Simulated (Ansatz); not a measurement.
# 4 guesses for SnO₂ and where they end

Computed with DFT PBE, scalar-relativistic, plane waves, PAW (Ansatz 0.2.0). Settings: cutoff 420 eV, Γ-centred meshes spaced at most about 0.3 Å⁻¹, and about 0.25 Å⁻¹ or finer for metals (2π included), Gaussian smearing. No spin polarisation in the final relaxations.

Each guess was relaxed in cell and atoms at zero pressure, within the symmetry of its start. These are static total energies at zero pressure. Coordination counts O atoms around Sn (those within 1.25 times the shortest such distance or 1.15 times the sum of covalent radii, 1.27 where that leaves under three).

```tsv
guess	made from	start group	V start (Å³/atom)	end group	V end (Å³/atom)	coordination at the end	gap on mesh (eV)	E over the lowest end (meV/atom)
1	random cell	P-3m1	16.7	P-3m1 (cadmium iodide)	16.5	Sn 6	2.30	153
2	a Materials Project cell	Pbcn	11.9	Pbcn	12.3	Sn 6	1.00	18
3	a measured cell (COD)	P4_2/mnm	11.9	P4_2/mnm (rutile)	12.6	Sn 6	0.68	0
4	random cell	P4/mmm	15.7	?	?	?	?	?
```

Guess 4 as it starts:

```cif
data_structure
_symmetry_space_group_name_H-M 'P4/mmm'
_symmetry_Int_Tables_number 123
_cell_length_a 3.2873
_cell_length_b 3.2873
_cell_length_c 4.3556
_cell_angle_alpha 90.000
_cell_angle_beta 90.000
_cell_angle_gamma 90.000
_cell_volume 47.07
loop_
_atom_site_label
_atom_site_type_symbol
_atom_site_symmetry_multiplicity
_atom_site_Wyckoff_symbol
_atom_site_fract_x
_atom_site_fract_y
_atom_site_fract_z
_atom_site_occupancy
Sn1 Sn 1 b 0.00000 0.00000 0.50000 1
O1 O 2 f 0.50000 0.00000 0.00000 1
```

**Question.** Fill in the missing row: what does this guess relax into, and where does it rank?

**Answer.** It ends in space group P4/mmm (No. 123), with a = 3.562 Å, c = 2.854 Å, 12.1 Å³/atom and no gap. It lies 0.93 eV/atom over the lowest end, above guess 1 and so the highest of the set. Counting O atoms around Sn, this end has Sn 8 and the lowest (guess 3) has Sn 6.

```
Sn O
1.0
     3.56233    0.00000    0.00000
     0.00000    3.56233    0.00000
     0.00000    0.00000    2.85401
Sn O
1 2
Cartesian
  0.0000 0.0000 1.4270
  1.7812 0.0000 0.0000
  0.0000 1.7812 0.0000
```

The zero of energy is the elements' standard structures at the same level (O₂ as a molecule); no fitted shifts are applied. The references include grey tin.

**Question.** Is the lowest end bound against the elements?

**Answer.** Yes: its formation energy is −1.612 eV/atom. Whether it is stable depends on the other phases of the system, which aren't compared here.

Weakly bound directions are ill-defined at this level, which has no dispersion term (P-3m1), and this can change margins and order among such cells. Kohn–Sham gaps at this level usually fall short of measured ones. Cells relaxed within their symmetry can be saddle points. Some candidate types were left out of the draw beforehand, so a known form may be missing.
